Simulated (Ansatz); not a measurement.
# 2H-MoS2 bilayer (AA) in a perpendicular field, part 2 of 5

What dipole does a perpendicular field induce in the 2H-MoS2 bilayer (AA), and does the gap follow? A positive field points along +c.

Ansatz 0.2.0; plane-wave DFT, r2SCAN-D4, Ansatz PAW (the session's first sound run).

So far. Step 2 (Relaxing the slab): The lattice constant a goes from 3.180 to 3.173 Å.

## 3. Atoms held, field 0

A sawtooth potential applies the field, turning back in the middle of the vacuum. With the dipole correction the typed value is the field outside the slab. The induced dipole is small, so the SCF threshold is tight.

The cell differs from the one that the last finished run ended in (c 50.025 → 27.942 Å).

input.yaml

```yaml
crystal:
  lattice:
    - [3.1734562454, 0.0, 0.0]
    - [-1.5867281227, 2.7482937263, 0.0]
    - [0.0, 0.0, 27.9421952635]
  atoms:
    - { symbol: S, position: [0.3333333333, 0.6666666667, 0.322093519] }
    - { symbol: Mo, position: [0.0, 0.0, 0.3777124294] }
    - { symbol: S, position: [0.3333333333, 0.6666666667, 0.4333152419] }
    - { symbol: S, position: [0.3333333333, 0.6666666667, 0.5666847581] }
    - { symbol: Mo, position: [0.0, 0.0, 0.6222875706] }
    - { symbol: S, position: [0.3333333333, 0.6666666667, 0.677906481] }
kpoints:
  mp_grid: { grid: [18, 18, 1] }
  band_path:
    path: [[0, 0, 0], [0.5, 0, 0], [0.33333333, 0.33333333, 0], [0, 0, 0]]
    npoints: 16
hamiltonian:
  xc: r2scan
  dispersion: d4
scf:
  occupations: { method: fermi_dirac, width: 0.05 }
  convergence: { dr2_threshold: 1.0e-10 }
efield:
  axis: 3
  dipole_correction: true
  ramp_position: 0.97
  ramp_width: 0.06
  amplitude: 0
output:
  dos: { projected: true, e_range: [-6, 5] }
  bader: true
  write_potential: true
  write_density: true
  volumetric_format: npy
  elf: true
```

The run is started by

```bash
> ansatz run input.yaml --threads 4 --pin off --max-ram 6144MiB --backend cpu --events-out ev --progress --plain --runs-dir out
```

Numbers of over 12 decimals in the logs are rounded to 6 here.

The log of the run:

```text
[...]
Crystal: 6 atoms, lattice volume = 243.700 Å³
Basis set: ecut = 500 eV, 6155 PW (Γ), exchange–correlation on 96×96×864 points (64 copies of the dense FFT grid, shifted against one another)
Bands: 32, of which v1, the nominal top of the filled ones, is band 26 counted from 1 (25 counted from 0)
Symmetry: 6 space group operations
k-points: 37 of 324 (time reversal used)
[...]
SCF iter   1: F=—  HF=-13564.887085 eV  |F-HF|=—  |Δ(HF+E_count)|=         —  Δρ=6.41e-3  dr2=1.10e-1  dr2_τ=1.03e-1  ethr=1.77e-3  p=0.000 e·Å  D=1.72e-13 V/Å  ΔV_dip=-0.00 eV  dr2_dipole=1.67e-8  V_vac-E_F(+/−)=5.06/5.06 eV  ⟨swp⟩=9.9  Hψ=6680  notcnv=0
efield: sawtooth ramp at fractional position 0.9700 (set: `efield.ramp_position`, or a place that a band, a saddle search or an elastic batch's reference lends), width 0.0600; the density the first Hamiltonian is built on has a dipole p = 0.000 e·Å; the dipole correction subtracts the counter field D = 1.72e-13 V/Å, which shifts the + side's vacuum level by -0.00 eV against the − side's; the planar-averaged density in the ramp window peaks in size at 1.9e-5 e/Å³
[...]
SCF iter   2: F=—  HF=-13564.973592 eV  |F-HF|=—  |Δ(HF+E_count)|=   8.65e-2  Δρ=3.60e-3  dr2=2.86e-2  dr2_τ=5.88e-3  ethr=2.11e-4  p=0.000 e·Å  D=2.10e-5 V/Å  ΔV_dip=-0.00 eV  dr2_dipole=4.43e-9  V_vac-E_F(+/−)=5.26/5.26 eV  ⟨swp⟩=4.0  Hψ=2931  notcnv=0  defer=14
[...]
SCF iter  12: F=-13564.979694 eV  HF=-13564.979694 eV  |F-HF|=3.09e-11  |Δ(HF+E_count)|=  1.86e-10  Δρ=6.26e-8  dr2=1.95e-11  dr2_τ=4.52e-13  ethr=1.00e-12  p=0.000 e·Å  D=8.43e-8 V/Å  ΔV_dip=-0.00 eV  dr2_dipole=1.11e-12  V_vac-E_F(+/−)=5.14/5.14 eV  ⟨swp⟩=4.4  Hψ=2627  notcnv=0
SCF 1 converged in 12 iterations: F = -13564.979694 eV  dr2 = 1.95e-11
[...]
NSCF: frozen V_eff on 49 k-points
efield: sawtooth ramp at fractional position 0.9700 (kept from the solve that this one continues, or follows in the run), width 0.0600; the density the first Hamiltonian is built on has a dipole p = 0.000 e·Å; the dipole correction subtracts the counter field D = 8.43e-8 V/Å, which shifts the + side's vacuum level by -0.00 eV against the − side's; the planar-averaged density in the ramp window peaks in size at 2.2e-6 e/Å³
[...]
SCF converged after 12 iterations
Free energy (F): -13564.979694 eV
[...]
Internal energy: -13564.979694 eV  (E = F + TS)
E sigma→0 (E₀):  -13564.979694 eV
Entropy (-TS):   -0.000000 eV (-0.000 meV/atom)
Fermi energy:    2.004654 eV
Dipole field:    D = -0.000001 V/Å  (p = -0.000002 e·Å, saw-weighted, corrected)
Work function:   Φ+ = 5.1405 eV   Φ− = 5.1405 eV
Levels:          The Fermi level and band energies are counted from a zero that moves with the ramp; work functions are not
[...]
--- Band table (eV; the first three rows and the last of 37) ---
  k-point 0: bands = [... 22 lower, -0.6468, -0.6069, 0.8665, 1.2591, 3.9461, 3.9461, 3.9691, 3.9691, ... 2 higher]
  k-point 1: bands = [... 22 lower, -0.5098, -0.2592, 0.8523, 1.2234, 3.8783, 3.9116, 4.0320, 4.0543, ... 2 higher]
  k-point 2: bands = [... 22 lower, -0.3517, -0.0339, 0.7890, 1.0966, 3.6921, 3.7930, 3.7958, 3.9033, ... 2 higher]
  k-point 36: bands = [... 22 lower, -1.4309, -1.1468, 0.9486, 0.9745, 2.7609, 2.7640, 4.1725, 4.3940, ... 2 higher]
--- Bader charges: 6 sites ---
  site symbol  charge [e]  shift [e]
     0      S     -0.6584     0.0009
     1     Mo      1.3169     0.0017
     2      S     -0.6585     0.0009
     3      S     -0.6585     0.0009
     4     Mo      1.3169     0.0017
     5      S     -0.6584     0.0009
  estimated error of the sums over rays = 3.6e-4 e
```

Run time: 21 s. Hardware: 4 threads of Intel Xeon 6975P-C (Granite Rapids), shared host; peak memory 1.2 GiB.

Numbers from this step:

```
dipole along the normal            : -1.61e-6 e·Å
gap along the path                 : 1.502 eV
smallest direct gap along the path : 1.786 eV
ionisation energy, upper face      : 5.886 eV
electron affinity, upper face      : 4.384 eV
gap, the smaller of path and mesh  : 1.502 eV
```

Running mean over a fixed 2.7 Å (it still follows the layers) of the planar mean; the ramp of the sawtooth is left out. Table of electron's electrostatic potential energy less the Fermi level by z:

```
z (Å)  electron's electrostatic potential energy less the Fermi level (eV)
  3.5                                                                 5.14
  4.0                                                                 5.14
  4.5                                                                 5.14
  5.0                                                                 5.14
  5.5                                                                 5.13
  6.0                                                                 5.11
  6.5                                                                 4.98
  7.0                                                                 4.34
  7.5                                                                 2.37
  8.0                                                               -0.155
  8.5                                                                -2.51
  9.0                                                                -5.92
  9.5                                                                -9.99
 10.0                                                                -11.7
 10.5                                                                -11.7
 11.0                                                                -11.7
 11.5                                                                -10.7
 12.0                                                                -6.84
 12.5                                                                -3.12
 13.0                                                               -0.736
 13.5                                                                 1.55
 14.0                                                                 2.71
 14.5                                                                 1.31
 15.0                                                                -1.00
 15.5                                                                -3.46
 16.0                                                                -7.34
 16.5                                                                -10.9
 17.0                                                                -11.7
 17.5                                                                -11.7
 18.0                                                                -11.7
 18.5                                                                -9.60
 19.0                                                                -5.44
 19.5                                                                -2.23
 20.0                                                                0.135
 20.5                                                                 2.64
 21.0                                                                 4.47
 21.5                                                                 5.01
 22.0                                                                 5.11
 22.5                                                                 5.14
 23.0                                                                 5.14
 23.5                                                                 5.14
 24.0                                                                 5.14
 24.5                                                                 5.14
```

The density of states has structure finer than the step of the table below, so its rows give means over 0.2 eV, whole bins alone (the curve runs from -6 to 1.69 eV). Peaks (eV: height): -4.95: 11.9, -4.37: 17.7, -3.49: 4.96, -3.22: 8.32, -3.13: 9.98, -1.81: 7.94, 1.36: 17.6.

Density of states against energy, zero at the Fermi level of the run, which the smearing sets inside the gap; means over each step:

```
energy (eV)  density of states (states/eV a cell)
       -5.8                                  1.93
       -5.6                                  1.49
       -5.4                                  2.15
       -5.2                                  6.77
       -5.0                                  9.44
       -4.8                                  4.25
       -4.6                                  3.11
       -4.4                                  10.4
       -4.2                                  5.35
       -4.0                                  3.86
       -3.8                                  3.22
       -3.6                                  3.30
       -3.4                                  2.85
       -3.2                                  6.59
       -3.0                                  6.58
       -2.8                                  5.96
       -2.6                                  4.65
       -2.4                                  4.92
       -2.2                                  3.24
       -2.0                                  3.52
       -1.8                                  6.35
       -1.6                                  4.93
       -1.4                                  3.62
       -1.2                                  2.54
       -1.0                                 0.599
       -0.8                                 0.386
       -0.6                                     0
       -0.4                                     0
       -0.2                                     0
        0.0                                     0
        0.2                                     0
        0.4                                     0
        0.6                                     0
        0.8                                 0.424
        1.0                                  2.25
        1.2                                  6.45
        1.4                                  9.40
```

Projected DOS per atom over height of the atomic layer and energy from the Fermi level. Layers: S Mo S S Mo S from below.

Ten even steps from '0' (0.00 states/eV) to '9' (2.52 states/eV), each cell a mean:
```
292292
292292
010010
000000
000000
000000
000000
000000
030030
161161
241142
303303
414414
434434
222222
121121
232232
555555
222222
545545
111111
111111
```
Columns: height of the atomic layer (Å) from 9 to 18.9 (not evenly spaced); rows upwards: energy from the Fermi level (eV) from -5.96 to 1.69.

Electronic bands along the path, in eV, zero at the Fermi level of the run, which the smearing sets inside the gap:

```
  point  band 23  band 24  band 25  band 26  band 27  band 28  band 29  band 30
      Γ    -2.65    -2.61    -1.14    -0.75     1.94     1.94     1.96     1.96
halfway    -2.59    -2.26    -1.79    -1.67     1.20     1.49     1.50     1.53
      M    -2.12    -2.10    -1.73    -1.58     1.39     1.39     1.88     1.95
halfway    -3.14    -2.87    -1.39    -1.34     1.23     1.27     2.18     2.30
      K    -3.44    -3.15    -1.06    -1.03     0.76     0.76     2.17     2.39
halfway    -2.27    -2.01    -1.86    -1.78     0.98     1.20     1.58     1.70
      Γ    -2.65    -2.61    -1.14    -0.75     1.94     1.94     1.96     1.96
```

ELF in the ca plane at fractional y = 0.667, with atoms of S within 0.2 Å of it. It is the smooth field of the valence electrons, not physical close to the nuclei.

Ten even steps from '0' (0.00) to '9' (0.94), each cell a mean:
```
00000000000000000112321242123321000012332134
00000000000000000012221242122210000001221134
00000000000000013567774222367775200357776322
00000000000000257998887413688899601699888621
00000000000001479996147523762499711899326732
00000000000001479995147523751399711899216732
00000000000000258998787413787899601799778621
00000000000000014678875222478876300367886322
```
Columns run along c (16.0 Å, from fractional 0.06 to 0.64 of the cell), rows up along a (3.2 Å). Atoms in or near the plane, at fractional coordinates: S at (0.32, 0.33), S at (0.43, 0.33), S at (0.57, 0.33).

Valence density in the ca plane at fractional y = 0.667, with atoms of S within 0.2 Å of it. It is the smooth field of the valence electrons, not physical close to the nuclei.

Ten even steps from '0' (0.0 e/Å³) to '9' (1.1 e/Å³), each cell a mean:
```
00000000000000000001122475321100000000122357
00000000000000000001122475321100000000112367
00000000000000000013443343344321000012344334
00000000000000000148885322589862000026897422
00000000000000000388487323685694100159659622
00000000000000000388377323684694100159548622
00000000000000000258996322589862000137898522
00000000000000000023544333345421000012454333
```
Columns run along c (16.0 Å, from fractional 0.06 to 0.64 of the cell), rows up along a (3.2 Å). Atoms in or near the plane, at fractional coordinates: S at (0.32, 0.33), S at (0.43, 0.33), S at (0.57, 0.33).

Electrostatic potential energy in the ca plane at fractional y = 0.667, with atoms of S within 0.2 Å of it. With pseudopotentials it is smooth inside the atoms' cores, unlike the true potential.

Ten even steps from '0' (-35 eV) to '9' (7 eV), each cell a mean:
```
99999999999999999999987545788999999999988644
99999999999999999999987544789999999999988644
99999999999999999998777766777789999998777766
99999999999999999962136888741158999985114788
99999999999999999830103888500017999971000688
99999999999999999830103888501017999970100688
99999999999999999961026888730148999984003788
99999999999999999987677767776789999998777766
```
Columns run along c (16.0 Å, from fractional 0.06 to 0.64 of the cell; values clipped at the 3rd and 97th percentile), rows up along a (3.2 Å). Atoms in or near the plane, at fractional coordinates: S at (0.32, 0.33), S at (0.43, 0.33), S at (0.57, 0.33).

The gap is 1.50 eV, with the valence edge 5.89 eV and the conduction edge 4.38 eV under the upper vacuum level.

## 4. Atoms held, field 0.05 V/Å

Edit input.yaml of step 3 so:

```diff
@@ -28,6 +28,4 @@
   ramp_width: 0.06
-  amplitude: 0
+  amplitude: 0.05
 output:
-  dos: { projected: true, e_range: [-6, 5] }
-  bader: true
   write_potential: true
@@ -35,2 +33 @@
   volumetric_format: npy
-  elf: true
```

The log of the run:

```text
[...]
Crystal: 6 atoms, lattice volume = 243.700 Å³
Basis set: ecut = 500 eV, 6155 PW (Γ), exchange–correlation on 96×96×864 points (64 copies of the dense FFT grid, shifted against one another)
Bands: 32, of which v1, the nominal top of the filled ones, is band 26 counted from 1 (25 counted from 0)
Symmetry: 6 space group operations
k-points: 37 of 324 (time reversal used)
[...]
k-point 0: bands = [... 22 lower, -0.6070, -0.6042, 0.8622, 1.2634, 3.9134, 3.9134, 4.0015, 4.0015, ... 2 higher]
  k-point 1: bands = [... 22 lower, -0.5156, -0.2532, 0.8479, 1.2279, 3.8498, 3.9384, 4.0002, 4.0354, ... 2 higher]
  k-point 2: bands = [... 22 lower, -0.3569, -0.0292, 0.7840, 1.1019, 3.6844, 3.7487, 3.8402, 3.9105, ... 2 higher]
  k-point 36: bands = [... 22 lower, -1.4370, -1.1407, 0.9168, 1.0061, 2.7196, 2.8052, 4.1645, 4.4019, ... 2 higher]
[key lines of the parts left out:]
SCF converged after 12 iterations
Free energy (F): -13564.980307 eV
Fermi energy:    1.998890 eV
Dipole field:    D = 0.018187 V/Å  (p = 0.024494 e·Å, saw-weighted, corrected)
```

The job ended after 15 s (4 threads; peak memory 1.2 GiB).

The dipole is 0.0245 e·Å, and the gap 1.456 eV.

## 5. Atoms held, field -0.05 V/Å

Edit input.yaml of step 4 so:

```diff
@@ -28,3 +28,3 @@
   ramp_width: 0.06
-  amplitude: 0.05
+  amplitude: -0.05
 output:
```

The log of the run:

```text
[...]
Crystal: 6 atoms, lattice volume = 243.700 Å³
Basis set: ecut = 500 eV, 6155 PW (Γ), exchange–correlation on 96×96×864 points (64 copies of the dense FFT grid, shifted against one another)
Bands: 32, of which v1, the nominal top of the filled ones, is band 26 counted from 1 (25 counted from 0)
Symmetry: 6 space group operations
k-points: 37 of 324 (time reversal used)
[...]
k-point 0: bands = [... 22 lower, -0.6070, -0.6042, 0.8622, 1.2634, 3.9134, 3.9134, 4.0015, 4.0015, ... 2 higher]
  k-point 1: bands = [... 22 lower, -0.5156, -0.2532, 0.8479, 1.2279, 3.8498, 3.9384, 4.0002, 4.0354, ... 2 higher]
  k-point 2: bands = [... 22 lower, -0.3569, -0.0292, 0.7840, 1.1019, 3.6844, 3.7487, 3.8402, 3.9105, ... 2 higher]
  k-point 36: bands = [... 22 lower, -1.4370, -1.1407, 0.9168, 1.0061, 2.7196, 2.8052, 4.1645, 4.4019, ... 2 higher]
[key lines of the parts left out:]
SCF converged after 13 iterations
Free energy (F): -13564.980307 eV
Fermi energy:    1.998894 eV
Dipole field:    D = -0.018187 V/Å  (p = -0.024494 e·Å, saw-weighted, corrected)
```

Run time: 15 s. Hardware: 4 threads; peak memory 1.2 GiB.

The dipole is -0.0245 e·Å, and the gap 1.456 eV.

## 6. Single point, field 0.1 V/Å

Edit input.yaml of step 5 so:

```diff
@@ -28,3 +28,3 @@
   ramp_width: 0.06
-  amplitude: -0.05
+  amplitude: 0.1
 output:
```

The log of the run:

```text
[...]
Crystal: 6 atoms, lattice volume = 243.700 Å³
Basis set: ecut = 500 eV, 6155 PW (Γ), exchange–correlation on 96×96×864 points (64 copies of the dense FFT grid, shifted against one another)
Bands: 32, of which v1, the nominal top of the filled ones, is band 26 counted from 1 (25 counted from 0)
Symmetry: 6 space group operations
k-points: 37 of 324 (time reversal used)
[...]
k-point 0: bands = [... 22 lower, -0.5645, -0.5645, 0.8500, 1.2758, 3.8712, 3.8712, 4.0420, 4.0420, ... 2 higher]
  k-point 1: bands = [... 22 lower, -0.5315, -0.2367, 0.8354, 1.2408, 3.8086, 3.9582, 3.9652, 4.0117, ... 2 higher]
  k-point 2: bands = [... 22 lower, -0.3716, -0.0160, 0.7699, 1.1169, 3.6636, 3.7036, 3.8859, 3.9185, ... 2 higher]
  k-point 36: bands = [... 22 lower, -1.4540, -1.1237, 0.8748, 1.0477, 2.6767, 2.8477, 4.1430, 4.4228, ... 2 higher]
[key lines of the parts left out:]
SCF converged after 14 iterations
Free energy (F): -13564.982144 eV
Fermi energy:    1.987626 eV
Dipole field:    D = 0.036377 V/Å  (p = 0.048992 e·Å, saw-weighted, corrected)
```

Run time: 17 s. Hardware: 4 threads; peak memory 1.2 GiB.

The dipole is 0.0490 e·Å, and the gap 1.401 eV.

## 7. Atoms held, field 0.2 V/Å

Edit input.yaml of step 6 so:

```diff
@@ -28,3 +28,3 @@
   ramp_width: 0.06
-  amplitude: 0.1
+  amplitude: 0.2
 output:
```

The log of the run:

```text
[...]
Crystal: 6 atoms, lattice volume = 243.700 Å³
Basis set: ecut = 500 eV, 6155 PW (Γ), exchange–correlation on 96×96×864 points (64 copies of the dense FFT grid, shifted against one another)
Bands: 32, of which v1, the nominal top of the filled ones, is band 26 counted from 1 (25 counted from 0)
Symmetry: 6 space group operations
k-points: 37 of 324 (time reversal used)
[...]
k-point 0: bands = [... 22 lower, -0.4801, -0.4801, 0.8072, 1.3194, 3.7851, 3.7851, 4.0398, 4.0398, ... 2 higher]
  k-point 1: bands = [... 22 lower, -0.5585, -0.1845, 0.7920, 1.2858, 3.7230, 3.8719, 3.9059, 3.9848, ... 2 higher]
  k-point 2: bands = [... 22 lower, -0.4214, 0.0277, 0.7237, 1.1669, 3.5952, 3.6192, 3.8329, 3.9766, ... 2 higher]
  k-point 36: bands = [... 22 lower, -1.5091, -1.0686, 0.7891, 1.1316, 2.5905, 2.9321, 4.0784, 4.4855, ... 2 higher]
[key lines of the parts left out:]
SCF converged after 15 iterations
Free energy (F): -13564.989493 eV
Fermi energy:    1.968487 eV
Dipole field:    D = 0.072771 V/Å  (p = 0.098005 e·Å, saw-weighted, corrected)
```

The job ended after 16 s (4 threads; peak memory 1.2 GiB; 61 s of CPU time).

The dipole is 0.0980 e·Å, and the gap 1.271 eV.

(Continued in part 3 of 5.)

[Logs are printed without paths, hosts, clocks, repeated set-up lines and the standing remarks that a program may print on its own settings, such as how far it seeks lower states.]

[Hosts, paths, dates, database ids (printed as entryN), source tags and the programs' standing remarks are cut or masked in the printed files.]

[Maps of the electrostatic potential energy from Ansatz leave out the sawtooth potential of an applied field or a dipole correction, so their vacuum need not be flat; planar profiles and work functions include it.]

[The density of states shown here was stored with 400 of the rows of the run's finer table, so its peaks can read low, often by over a quarter, or be missed, and its means over a window can be off by a tenth or more.]
